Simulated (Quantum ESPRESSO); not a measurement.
# PbO (Litharge) under changes of volume

One of the cells (19.940 Å³/atom); the others are scaled copies at fixed shape and fractional positions:

```xyz
4
Lattice="3.9900 0.0000 0.0000 0.0000 3.9900 0.0000 0.0000 0.0000 5.0100" Properties=species:S:1:pos:R:3 pbc="T T T"
Pb    1.9950    0.0000    3.8076
Pb    0.0000    1.9950    1.2024
O     1.9950    1.9950    0.0000
O     0.0000    0.0000    0.0000
```

- Program: Quantum ESPRESSO 7.5
- Functional: r2SCAN
- Potentials or basis: SG15 PBE 1.2
- Cutoff: 1197 eV
- Density cutoff: 4789 eV
- k mesh: 3 × 3 × 2
- Occupations: fermi-dirac, width 0.05 eV
- Spin: no spin polarisation

```csv
volume (Å³/atom),energy over the lowest point (meV/atom),pressure (GPa),gap on the mesh (eV),largest force (eV/Å)
18.744,16.49,5.4,2.27,0.522
19.142,5.88,3.1,2.27,0.197
19.541,?,?,?,?
19.940,0.00,-0.7,2.27,0.382
20.339,3.67,-2.3,2.26,0.639
20.738,11.12,-3.7,2.25,0.874
21.136,21.96,-5.0,2.24,1.092
```

What does the run at 19.541 Å³/atom give?

Energy over the lowest point 0.57 meV/atom; pressure 1.1 GPa; gap on the mesh 2.27 eV; largest force 0.105 eV/Å.

Worked out: A Birch-Murnaghan fit of order 3 (a polynomial in V^(-2/3)) to the other rows has its minimum at 19.79 Å³/atom with B0 = V·E''(V) = 88 GPa and B' = 4.6 at fixed shape and positions, which overstates the stiffness. It gives 0.57 meV/atom at 19.541 Å³/atom, against the run's 0.57, and -dE/dV = 1.1 GPa, against 1.1. A parabola through the other rows of the gap, of slope -0.109 eV per unit of ln V there, gives 2.27 eV, against the run's 2.27.

Energies are extrapolated to zero smearing.

Caveats: all runs use coarse meshes; the potentials were made for another functional, which shifts forces and pressure; spin-orbit coupling is left out, which as a rule narrows the gap of such compounds by several tenths of an eV; an odd mesh through Γ misses points on the zone boundary, where band edges often lie.
